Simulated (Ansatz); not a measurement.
# KF (wurtzite) under strain

KF in the wurtzite structure (it has left that coordination), relaxed with r2SCAN in Ansatz 0.2.0. It is hexagonal, P6_3/mmc (No. 194); conventional cell a = 4.485 Å, c = 5.271 Å, 22.96 Å³ an atom. K has 5 F at 2.59–2.64 Å; F has 5 K at 2.59–2.64 Å. The cell started from the wurtzite prototype, but the relaxation took it to the higher symmetry P6_3/mmc (No. 194), so the name no longer describes it.

The axes x, y and z are those of this cell:
```xyz
4
Lattice="4.4850 0.0000 0.0000 -2.2425 3.8841 0.0000 0.0000 0.0000 5.2713" Properties=species:S:1:pos:R:3 pbc="T T T"
K     0.0000    2.5894   -0.3295
K     2.2425    1.2947    2.3062
F     0.0000    2.5894    2.3062
F     2.2425    1.2947    4.9418
```

Unstrained: With PBE the gap is 5.382 eV and direct, at Γ. The r2SCAN gap is direct at Γ: 5.961 eV. The HSE06 gap is direct at Γ: 7.273 eV. Meshes: PBE 6×6×6, r2SCAN 6×6×6, HSE06 6×6×4. Strains are changes of length per length. After each strain the atoms were relaxed again with r2SCAN within the symmetry that the strain leaves, so tilts or polar shifts that break it weren't tested; points keep the names that they have in the unstrained zone. All values are calculated for a non-magnetic cell, which may be hypothetical.

Changes of the least gap in eV (an overlap counts as a negative gap):

| strain | volume change (%) | space group | PBE | r2SCAN | HSE06 | energy rise, r2SCAN (meV/atom) |
| --- | --- | --- | --- | --- | --- | --- |
| isotropic +4.6 % on every length | +14.4 | P6_3/mmc | -0.403 | -0.363 | -0.441 | 31.1 |
| epitaxial +4.23 % in the xy plane, free normal strain -1.33 % | +7.2 | P6_3/mmc | -0.276 | -0.251 | -0.293 | 12.9 |

Isotropic +4.6 % on every length. HSE06: the gap goes from 7.273 to 6.832 eV (-0.441 eV). Stress change with r2SCAN, compression positive: xx -2.50, yy -2.50, zz -3.01 GPa. For HSE06, dE_g/d ln V = -3.3 eV over this step.

Epitaxial +4.23 % in the xy plane, free normal strain -1.33 %. HSE06: the gap goes from 7.273 to 6.980 eV (-0.293 eV). Stress change with r2SCAN, compression positive: xx -1.90, yy -1.90, zz -0.02 GPa.

The meshes of the hybrids are coarse, so their gaps aren't converged to the digits shown.
